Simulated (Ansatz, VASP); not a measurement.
## NaCl in VASP and in Ansatz

POSCAR

```
NaCl
1.0
    0.0000000000      3.0872727869      3.0872727869
    3.0872727869      0.0000000000      3.0872727869
    3.0872727869      3.0872727869      0.0000000000
Na Cl
1 1
Direct
    0.0000000000      0.0000000000      0.0000000000
    0.2500000000      0.2500000000      0.2500000000
```

Contents of INCAR.step1:

```
SYSTEM = NaCl
ALGO = Normal ; EDIFF = 1E-4
ENCUT = 520 ; GGA = PE
ISMEAR = 0 ; LASPH = .TRUE.
LCHARG = .FALSE. ; LREAL = .FALSE.
LWAVE = .TRUE. ; NBANDS = 14
NELM = 100 ; PREC = Accurate
SIGMA = 0.01
```

Contents of INCAR.step2:

```
SYSTEM = NaCl
ALGO = Normal ; EDIFF = 1E-6
ENCUT = 520 ; ISIF = 2
ISMEAR = 0 ; ISTART = 1
LASPH = .TRUE. ; LCHARG = .TRUE.
LELF = .TRUE. ; LMIXTAU = .TRUE.
LREAL = .FALSE. ; LVHAR = .TRUE.
LWAVE = .FALSE. ; METAGGA = R2SCAN
NBANDS = 14 ; NELM = 100
PREC = Accurate ; SIGMA = 0.01
```

Contents of KPOINTS:

```
k-points
0
G
  6 6 6
  0 0 0
```

Input for Ansatz:

```yaml
crystal:
  lattice:
    - [0.0, 3.0872727869, 3.0872727869]
    - [3.0872727869, 0.0, 3.0872727869]
    - [3.0872727869, 3.0872727869, 0.0]
  atoms:
    - { symbol: Na, position: [0.0, 0.0, 0.0] }
    - { symbol: Cl, position: [0.25, 0.25, 0.25] }
kpoints:
  mp_grid: { grid: [6, 6, 6] }
hamiltonian:
  xc: r2scan
scf:
  occupations: { method: fixed }
  n_extra_bands: 4
output:
  forces: true
  stress: true
  eigenvalues: true
```

Alike in both runs: task single point; functional r2SCAN; k mesh 6 × 6 × 6; no spin polarisation.

```csv
,VASP,Ansatz
version,VASP 6.6.1,Ansatz 0.2.0
potentials or method,"VASP PAW PBE potentials, release 64 (Na_pv, Cl)","plane waves, PAW"
plane-wave cutoff (eV),520,500
occupations,"gaussian, width 0.01 eV",fixed
valence electrons in the cell,14,16
```

```csv
,VASP,Ansatz,Ansatz less VASP
gap on the k mesh at the Fermi level (eV),5.57,5.55,-0.015
pressure (GPa),-0.1,0.0,+0.14
```

The two sets of potentials don't hold the same shells in valence.

Caveats: the PAW data sets were made with another functional, which shifts forces and pressure a little (VASP).
